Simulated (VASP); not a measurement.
Te2Mo, a slab with vacuum:

```xyz
6
Lattice="3.5604 0.0000 0.0000 -1.7802 3.0834 0.0000 0.0000 0.0000 24.8113" Properties=species:S:1:pos:R:3 pbc="T T T"
Te    0.0000    2.0556    5.5488
Te    1.7802    1.0278   22.8420
Te    1.7802    1.0278   19.2625
Te    0.0000    2.0556    1.9693
Mo    1.7802    1.0278    3.7599
Mo    0.0000    2.0556   21.0513
```

* Program: VASP 6.6.1
* Task: single point
* Functional: PBE
* Potentials or basis: VASP PAW PBE potentials, release 64 (Te, Mo_sv)
* Cutoff: 520 eV
* k mesh: 9 × 9 × 2
* Occupations: fermi-dirac, width 0.05 eV
* Spin: no spin polarisation

On this cell: largest force 0.242 eV/Å; band gap on the k mesh 1.02 eV, direct.

The same run follows on a disturbed copy (atoms moved at random, drawn with an rms of 0.05 Å):

```
Te Mo
1.0
     3.56039    0.00000    0.00000
    -1.78020    3.08339    0.00000
     0.00000    0.00000   24.81126
Te Mo
4 2
Direct
  0.34555 0.66857 0.22417
  0.66824 0.32632 0.92081
  0.65773 0.32818 0.77566
  0.33619 0.67197 0.07745
  0.67497 0.32806 0.15419
  0.32405 0.67178 0.84698
```

Task: What does the disturbed cell give?

Result: The energy moves by +17.0 meV/atom; largest force 1.696 eV/Å; band gap on the k mesh 0.99 eV, direct.

Forces in eV/Å, atoms in the order of the input:
```
Te   0.006 -0.177  0.767
Te  -0.356  0.227 -0.184
Te  -0.155  0.237 -0.436
Te   0.187 -0.171  0.885
Mo  -0.195  0.348 -1.648
Mo   0.512 -0.463  0.616
```

Caveats: spin-orbit coupling is left out, which moves the levels of the heavy elements.

A k mesh can miss the band edges.
